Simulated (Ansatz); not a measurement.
# Electron scattering at the Σ9 (114) boundary in bcc W with P (substitutional), part 2 of 2

Aim: the relaxed structure and the specific resistance of the Σ9 (114) boundary in bcc W with P (substitutional).

Ansatz 0.2.0; Ansatz plane-wave DFT, PBE, PAW files; relaxation of a bicrystal slab with its lowest layers held; PAW set soft_1 (the session's first sound run).

So far. Step 2 (Relaxing the bicrystal): The largest force component on a free atom ends at 0.0074 eV/Å, under the tolerance of 0.03, after 12 steps.

## Step 3: Transmission across the boundary

Bulk layers of each grain are laid under and over the relaxed boundary, and a lead is named in the middle of each, away from the free faces. The mesh across the current, 16×16, is finer than the density's, because channels open and close sharply across the zone. Energies from -0.1 to 0.1 eV in steps of 0.05 eV are too few for the program's thermal sum, so it prints no conductance; for a metal the transmission near the Fermi level serves, at a fraction of the cost.

This step: Ansatz plane-wave DFT, PBE, PAW files; ballistic transport by layer matching (Landauer), zero bias; boundary relaxed in a short slab, bulk layers laid on; PAW set soft_1 (Ansatz 0.2.0).

System of this step: Σ9 (114) boundary in bcc W with P (substitutional). The cell holds 56 atoms: 55 W and 1 P. Its edges and angles: a = 5.248 Å, b = 4.476 Å, c = 49.108 Å, α = 90.0°, β = 90.0°, γ = 64.8°. It derives from W. Regions: lower grain, 23 atoms (23 W); boundary, 14 atoms (13 W and 1 P); upper grain, 19 atoms (19 W). Vacuum lies along c.

File input.yaml:

```yaml
crystal:
  lattice:
    - [5.2482270683, 0.0, 0.0]
    - [1.9084462066, 4.0484257627, 0.0]
    - [0.0, 0.0, 49.1084464051]
  atoms:
    - { symbol: W, position: [-16.6666666666, 8.3333333336, 0.0814523833] }
    - { symbol: W, position: [-16.1111111111, 8.0555555558, 0.0966422451] }
    - { symbol: W, position: [-15.5555555555, 7.777777778, 0.1118321069] }
    - { symbol: W, position: [-15.0, 7.5000000002, 0.1270219687] }
    - { symbol: W, position: [-14.4444444444, 7.2222222224, 0.1422118305] }
    - { symbol: W, position: [-13.8888888888, 6.9444444446, 0.1574016923] }
    - { symbol: W, position: [-13.3333333333, 6.6666666668, 0.1725915541] }
    - { symbol: W, position: [-12.7777777777, 6.388888889, 0.1877814158] }
    - { symbol: W, position: [-12.2222222222, 6.1111111113, 0.2029712776] }
    - { symbol: W, position: [-11.6666666666, 5.8333333335, 0.2181611394] }
    - { symbol: W, position: [-11.1111111111, 5.5555555557, 0.2333510012] }
    - { symbol: W, position: [-10.5555555555, 5.2777777779, 0.248540863] }
    - { symbol: W, position: [-10.0, 5.0000000001, 0.2637307248] }
    - { symbol: W, position: [-9.4444444444, 4.7222222223, 0.2789205866] }
    - { symbol: W, position: [-8.8888888889, 4.4444444445, 0.2941104484] }
    - { symbol: W, position: [-8.3333333333, 4.1666666667, 0.3093003102] }
    - { symbol: W, position: [-7.7777777778, 3.888888889, 0.324490172] }
    - { symbol: W, position: [-7.2222222222, 3.6111111112, 0.3396800338] }
    - { symbol: W, position: [-6.6666666667, 3.3333333334, 0.3548698956] }
    - { symbol: W, position: [-6.1111111111, 3.0555555556, 0.3700597573] }
    - { symbol: W, position: [-5.5555555556, 2.7777777778, 0.3852496191] }
    - { symbol: W, position: [-5.0, 2.5, 0.4004394809] }
    - { symbol: W, position: [-4.4444444445, 2.2222222222, 0.4156293427] }
    - { symbol: W, position: [0.1111111111, 0.9444444444, 0.4308192045] }
    - { symbol: W, position: [0.663567837, 0.6682160815, 0.4457587915] }
    - { symbol: W, position: [0.2261352367, 0.3869323817, 0.461494584] }
    - { symbol: W, position: [0.7710242418, 0.1144878791, 0.4763449147] }
    - { symbol: W, position: [0.3330326568, 0.8334836716, 0.4937386807] }
    - { symbol: W, position: [0.8923981729, 0.5538009135, 0.5040323451] }
    - { symbol: W, position: [0.4543244294, 0.2728377853, 0.5307674848] }
    - { symbol: P, position: [-0.0169973255, 0.0084986628, 0.5303264435] }
    - { symbol: W, position: [0.9012359383, 0.5493820308, 0.556567514] }
    - { symbol: W, position: [0.3412333209, 0.8293833395, 0.5669926554] }
    - { symbol: W, position: [0.779150902, 0.110424549, 0.584358934] }
    - { symbol: W, position: [0.2316199097, 0.3841900452, 0.5994011419] }
    - { symbol: W, position: [0.6681308176, 0.6659345912, 0.6147546362] }
    - { symbol: W, position: [0.1157635318, 0.9421182341, 0.6299402427] }
    - { symbol: W, position: [-4.4397920238, 2.2198960119, 0.6451301044] }
    - { symbol: W, position: [-4.9953475794, 2.4976737897, 0.6603199662] }
    - { symbol: W, position: [-5.5509031349, 2.7754515675, 0.675509828] }
    - { symbol: W, position: [-6.1064586905, 3.0532293453, 0.6906996898] }
    - { symbol: W, position: [-6.662014246, 3.3310071231, 0.7058895516] }
    - { symbol: W, position: [-7.2175698016, 3.6087849008, 0.7210794134] }
    - { symbol: W, position: [-7.7731253571, 3.8865626786, 0.7362692752] }
    - { symbol: W, position: [-8.3286809127, 4.1643404564, 0.751459137] }
    - { symbol: W, position: [-8.8842364682, 4.4421182342, 0.7666489988] }
    - { symbol: W, position: [-9.4397920238, 4.719896012, 0.7818388606] }
    - { symbol: W, position: [-9.9953475793, 4.9976737898, 0.7970287224] }
    - { symbol: W, position: [-10.5509031349, 5.2754515676, 0.8122185842] }
    - { symbol: W, position: [-11.1064586904, 5.5532293454, 0.8274084459] }
    - { symbol: W, position: [-11.662014246, 5.8310071231, 0.8425983077] }
    - { symbol: W, position: [-12.2175698015, 6.1087849009, 0.8577881695] }
    - { symbol: W, position: [-12.7731253571, 6.3865626787, 0.8729780313] }
    - { symbol: W, position: [-13.3286809126, 6.6643404565, 0.8881678931] }
    - { symbol: W, position: [-13.8842364682, 6.9421182343, 0.9033577549] }
    - { symbol: W, position: [-14.4397920238, 7.2198960121, 0.9185476167] }
kpoints:
  mp_grid: { grid: [6, 6, 1] }
hamiltonian:
  xc: pbe
  pseudopotentials: { kind: paw, azcp: { folder: soft_1 } }
scf:
  occupations: { method: fermi_dirac, width: 0.1 }
output:
  transmission:
    leads: [[12, 13], [45, 46]]
    kmesh: [16, 16]
    e_range: [-0.1, 0.1]
    de: 0.05
  write_potential: true
  write_density: true
  volumetric_format: npy
  elf: true
```

Run with:

```
$ ansatz run input.yaml --threads 4 --pin off --max-ram 15360MiB --backend cpu --events-out ev --progress --plain --runs-dir out
```

Numbers of over 12 decimals in the logs are rounded to 6 here.

The log of the run:

```text
[...]
Crystal: 56 atoms, lattice volume = 1043.410 Å³
Basis set: ecut = 420 eV, 20449 PW (Γ)
Bands: 465, of which v1, the nominal top of the filled ones, is band 388 counted from 1 (387 counted from 0)
Symmetry: 2 space group operations
[...]
k-points: 13 of 36 (time reversal used)
[...]
SCF iter   1: F=—  HF=-571987.519870 eV  |F-HF|=—  |Δ(HF+E_count)|=         —  Δρ=6.22e-2  dr2=4.43e2  ethr=3.10e-3  ⟨swp⟩=6.5  Hψ=24789  notcnv=0
[...]
SCF iter  12: F=-571969.379718 eV  HF=-571969.379718 eV  |F-HF|=2.68e-9  |Δ(HF+E_count)|=   1.09e-7  Δρ=1.35e-6  dr2=4.20e-8  ethr=1.29e-11  ⟨swp⟩=17.3  Hψ=22662  notcnv=0
SCF 1 converged in 12 iterations: F = -571969.379718 eV  dr2 = 4.20e-8
[...]
transmission: 336 of 3358 steps passed
transmission: 674 of 3358 steps passed
[...]
transmission: 3358 of 3358 steps passed
WARN: The output density's exchange-correlation potential varies sharply where the density is thin. Do not read a vacuum level from v_tot or v_xc, or from such a field of the output density. On a cell that repeats whose density bears no net charge and no dipole along the vacuum's axis use v_es (v_loc + v_h of the components); under efield.dipole_correction with no amplitude use v_es + v_field, which holds any externa [...]
SCF converged after 12 iterations
Free energy (F): -571969.379718 eV
[...]
Internal energy: -571968.424731 eV  (E = F + TS)
E sigma→0 (E₀):  -571968.902225 eV
Entropy (-TS):   -0.954986 eV (-17.053 meV/atom)
Fermi energy:    18.300414 eV
[...]
--- Band table (eV; the first three rows and the last of 13) ---
  k-point 0: bands = [... 384 lower, 17.7559, 17.7685, 17.8613, 17.8914, 18.0289, 18.0965, 18.1926, 18.2529, ... 73 higher]
  k-point 1: bands = [... 384 lower, 17.7338, 17.8420, 17.8623, 17.9650, 18.0122, 18.1730, 18.2113, 18.2741, ... 73 higher]
  k-point 2: bands = [... 384 lower, 18.1608, 18.2077, 18.2614, 18.4467, 18.4947, 18.6447, 18.6789, 18.7080, ... 73 higher]
  k-point 12: bands = [... 384 lower, 18.7766, 18.8367, 18.9165, 19.0024, 19.0416, 19.1546, 19.1785, 19.1916, ... 73 higher]
--- Transmission ---
  basis      : 185 plane waves across, 46 finite elements along
  points     : 73, standing for a mesh of 16 x 16
  energies   : 5 from -0.100000 to 0.100000 eV about the Fermi level, 0.050000 eV apart; the leads are filled to 0.000000 eV, and channels, transmission and decay are at 0.000000 eV
  crystal 0  : W3, at the sites [12, 13], period 2.2379 Å, over 17.90 Å; its Hamiltonian steps by up to 29.1 meV: too much for a lead, lay more layers or, if its atoms are ordered, name the step of that order
    offset         : up to 0.0000 Å between an atom of the period and one for which it stands
    channels       : 2.601562e0 a spin
    conductance    : none, the energies end too early or step too widely for 300 K: set another output.transmission.e_range or a lower de, or, where they end at an eighth of basis.ecutwfc, a higher one
[...]
channels       : 2.601562e0 a spin
[...]
junction   : crystal 0 to crystal 1, 12.90 to 36.11 Å
    transmission   : 9.850358e-1 a spin
[...]
```

The job ended after 22 min (4 threads of Arm Neoverse V1, shared host; peak memory 11 GiB).

This step gave:

* free energy: -571969.3797 eV
* energy at zero smearing: -571968.9022 eV
* Fermi energy: 18.30 eV
* cell area: 21.25 Å²
* transmission per spin nearest the Fermi level: 0.9850
* open channels per spin nearest the Fermi level: 2.602
* open channels per spin, upper lead: 2.602
* step of the lead's potential: 29.1 meV
* step of the upper lead's potential: 12.7 meV

Per spin. Table of transmission, zone mean by energy, zero at the Fermi level:

```csv
energy (eV),"transmission, zone mean"
-0.1000,0.943
-0.0500,0.967
0.0000,0.985
0.0500,1.04
0.1000,1.07
```

Per spin. The open channels, zone mean by energy, zero at the Fermi level:

```csv
energy (eV),lead,upper lead
-0.1000,2.43,2.43
-0.0500,2.51,2.49
0.0000,2.60,2.60
0.0500,2.74,2.71
0.1000,2.83,2.80
```

Transmission over k1 and k2. At 0.0000 eV from the Fermi level.

Ten even steps from '0' (0.01) to '9' (1.76):
```
9899998989577598
8899988921111129
6588568413113148
4535466554245566
0000577552255775
0201767620267671
3322465788756422
3212466828664212
3224657887564223
0176762026767102
0577552255775000
4665542455664535
6841311314865885
8921111129889998
9895775989899998
8985758989857589
```
Columns: k1 (b1) from -0.5 to 0.438; rows upwards: k2 (b2) from -0.5 to 0.438.

Open channels over k1 and k2. At 0.0000 eV from the Fermi level.

Ten even steps from '_' (1.00) to '@' (4.00):
```
@@@@@@****@@@@@@**@@@@----@@@@**
@@@@******@@@@@@--------------@@
**--****--****------____------**
----__----**--------__--------**
________--****----____----****--
------__********--__--********__
----**--******@@****@@******--**
--**********@@@@--@@@@**********
--**--******@@****@@******--**--
--__********--__--********__----
__--****----____----****--______
--**--------__--------**----__--
****------____------****--****--
@@@@--------------@@@@@@******@@
@@**@@@@----@@@@**@@@@@@****@@@@
@@**@@------@@**@@**@@------@@**
```
Columns: k1 (b1) from -0.5 to 0.438; rows upwards: k2 (b2) from -0.5 to 0.438.

ELF in the ca plane at fractional y = 0.008, with atoms of W and P within 0.2 Å of it. It is the smooth field of the valence electrons, not physical close to the nuclei.

Ten even steps from '0' (0.03) to '9' (0.77), each cell a mean:
```
78575144246534445532486004862256534346533523
67576255433344378851368768841488854433345534
47774353334564488872257998632588953554433443
33323432223564378753345555443478843553322243
54335522343455334323543222354223334543343245
55555533443445543235542112355422455443443345
34433443334444565444543223454345654444333443
34433334345554555322344334542235654455434433
44333234555555554344444434444433555555455323
55322125422345553477533444346753455432235312
65432244335533553466424554335642454355434432
54444553487862453343247888523333552487863554
33333552485773454432379769953344552585762453
47873242388863433334597005974333344588852432
```
Columns run along c (16.0 Å, from fractional 0.35 to 0.68 of the cell), rows up along a (5.2 Å). Atoms in or near the plane, at fractional coordinates: W at (0.37, 0.89), P at (0.53, 0.98).

Electrostatic potential energy in the ca plane at fractional y = 0.008, with atoms of W and P within 0.2 Å of it. With pseudopotentials it is smooth inside the atoms' cores, unlike the true potential.

Ten even steps from '0' (-28 eV) to '9' (19 eV), each cell a mean:
```
20002799753368863468982000699743478753479984
20002799988899620037985214898410048988899985
51015899889999610026998778998300048999888997
86568997678999730147999999998520258999767899
99999986457999865579999889999865689998645799
99999986557999998899999878999998999998655799
99998888778999999999999878999999999999877888
99877789999999999988899889998889999999999887
99865689999999999755689999975468999999999875
99876789988899998522479999852248999988899976
99988899753469998632479999863258999743369998
99999998510037999755688778876579998410037999
87678998300016999988885114798889998300027999
52025898510037998889982000699988898510038997
```
Columns run along c (16.0 Å, from fractional 0.35 to 0.68 of the cell; values clipped at the 3rd and 97th percentile), rows up along a (5.2 Å). Atoms in or near the plane, at fractional coordinates: W at (0.37, 0.89), P at (0.53, 0.98).

Valence density in the ca plane at fractional y = 0.008, with atoms of W and P within 0.2 Å of it. It is the smooth field of the valence electrons, not physical close to the nuclei.

Ten even steps from '0' (0.2 e/Å³) to '9' (5.7 e/Å³), each cell a mean:
```
38982000012200012100000000000012100012100001
38983000000000036620000000000157510000000001
14641000000000148730000000000268620000000000
01100000000000035520000000000145410000000000
00000000110000001100000000000001100000111000
00000000110000000000000000000000000000011000
00000000000000000000000000000000000000000000
00000000000000000000000000000000000000000000
00001000000000000011000000001100000000000000
00000000000000000123100000012310000000000000
00000000012200000123100000012210000012200000
00000000158720000011000000000100000158720000
00100000279940000000000000000000000279930000
14541000158720000000000000000000000158620000
```
Columns run along c (16.0 Å, from fractional 0.35 to 0.68 of the cell), rows up along a (5.2 Å). Atoms in or near the plane, at fractional coordinates: W at (0.37, 0.89), P at (0.53, 0.98).

Over the solved energies the transmission per spin lies between 0.943 and 1.07, out of 2.62 channels of the lead on average (up to 2.83). The log calls the step of a lead's potential too much.

## Step 4: Specific resistance

This step: Ansatz plane-wave DFT, PBE, PAW files; ballistic transport by layer matching (Landauer), zero bias; specific resistance of the boundary; PAW set soft_1 (Ansatz 0.2.0).

Numbers from this step:

```
area resistance                      : 1.686 fΩ m²
T over the leads' mean channel count : 0.3836
```

Averaged over the energies near the Fermi level, 38.4 % of the channels pass, which makes 1.69 fΩ m².

By hand, with T and the leads' channels N averaged over the energies near the Fermi level: RA = A (h/2e²)(1/T − ½[1/N₁ + 1/N₂]) = 21.25×10⁻²⁰ m² × 12 906 Ω × (1/1.003 − ½[1/2.622 + 1/2.606]) = 1.69 fΩ m².

## Step 5: What came out

| Quantity | Value |
| --- | --- |
| specific resistance of the boundary | 1.69 fΩ m² |
| share of channels that pass | 0.384 |

The boundary has a specific resistance of 1.7 fΩ m². The boundary reflects 62 % of the channels; 1.7 fΩ m² is 17×10⁻¹² Ω·cm². That equals the resistance of 31 nm of bulk W at 300 K (measured 5.44 µΩ cm, CRC Handbook of Chemistry and Physics, 84th ed., 2003, Electrical Resistivity of Pure Metals). One P in 21.2 Å² of boundary is a high coverage. Each plane of this narrow cell holds one atom, so the solute fills a whole plane. One starting structure was relaxed; another shift or atom count at the boundary may lie lower. Spin-orbit coupling is left out, which matters for W. A lead's potential steps by up to 29 meV from period to period, which the log calls too much, so longer leads could move the result.

[Logs are printed without paths, hosts, clocks, repeated set-up lines and the standing remarks that a program may print on its own settings, such as how far it seeks lower states.]

[Hosts, paths, dates, database ids (printed as entryN), source tags and the programs' standing remarks are cut or masked in the printed files.]
